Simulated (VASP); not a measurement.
# SnO₂: optical spectrum of independent particles, by functional and spin-orbit coupling

SnO₂, P4_2/mnm (no. 136), 6 atoms in the cell.

| Functional | Spin-orbit coupling | ε at zero frequency, electronic | Mean energy of the absorption, weighted by Im ε (eV) | Refractive index at 1064 nm | Direct gap on the mesh (eV) | Time (s) |
|---|---|---|---|---|---|---|
| PBE | no | 4.34 | 10.82 | 2.12 | 1.27 | 20 |
| r2SCAN | no | 3.79 | 11.63 | 1.97 | 1.99 | 81 |
| TB-mBJ | no | 3.15 | 12.64 | 1.78 | 3.18 | 130 |
| SCAN | no | 3.85 | 11.54 | 1.98 | 1.88 | 116 |
| PBE | yes | 4.34 | 10.81 | 2.12 | 1.28 | 113 |
| TB-mBJ | yes | 3.16 | 12.63 | 1.78 | 3.18 | 891 |

Limits: rows 1, 2, 4, 5: the 6×6×8 mesh is coarse for a spectrum: peaks stand apart that a denser mesh merges, and ε at zero frequency can be far too high; rows 1, 2, 3, 4: spin-orbit coupling is left out, which can matter with atoms this heavy; the pull between electron and hole is left out; rows 1, 2, 4, 5: the onset follows the functional's gap, which semilocal functionals usually make too small; rows 3, 6: the 6×6×8 mesh is coarse for a spectrum: peaks stand apart that a denser mesh merges.

## Input of the first row

INCAR:
```
SYSTEM = SnO2
PREC = Accurate
ENCUT = 460
ISMEAR = 0
SIGMA = 0.02
EDIFF = 1E-7
LASPH = .TRUE.
KPAR = 4
LWAVE = .TRUE.
LCHARG = .FALSE.
LOPTICS = .TRUE.
ALGO = Normal
NBANDS = 58
NEDOS = 2000
CSHIFT = 0.1
GGA = PE
```

KPOINTS:
```
k-points
0
Gamma
  6 6 8
```

POSCAR:
```
SnO2
1.0
    4.7380000000      0.0000000000      0.0000000000
    0.0000000000      4.7380000000      0.0000000000
    0.0000000000      0.0000000000      3.1865000000
Sn O
2 4
Direct
    0.5000000000      0.5000000000      0.5000000000
    0.0000000000      0.0000000000      0.0000000000
    0.8071000000      0.1929000000      0.5000000000
    0.6929000000      0.6929000000      0.0000000000
    0.1929000000      0.8071000000      0.5000000000
    0.3071000000      0.3071000000      0.0000000000
```

Commands:
```
cat potpaw_PBE.64/Sn_d/POTCAR potpaw_PBE.64/O/POTCAR > POTCAR
mpirun -np 4 vasp_std > vasp.out
```

Changes of row 5 against the first:
```
- NBANDS = 58
+ NBANDS = 116
+ LSORBIT = True
+ MAGMOM = 18*0
+ GGA_COMPAT = False
- vasp_std
+ vasp_ncl
```

VASP 6.6.1 took 20 s on 4 cores (Intel Xeon 6975P-C (Granite Rapids)), a shared host.
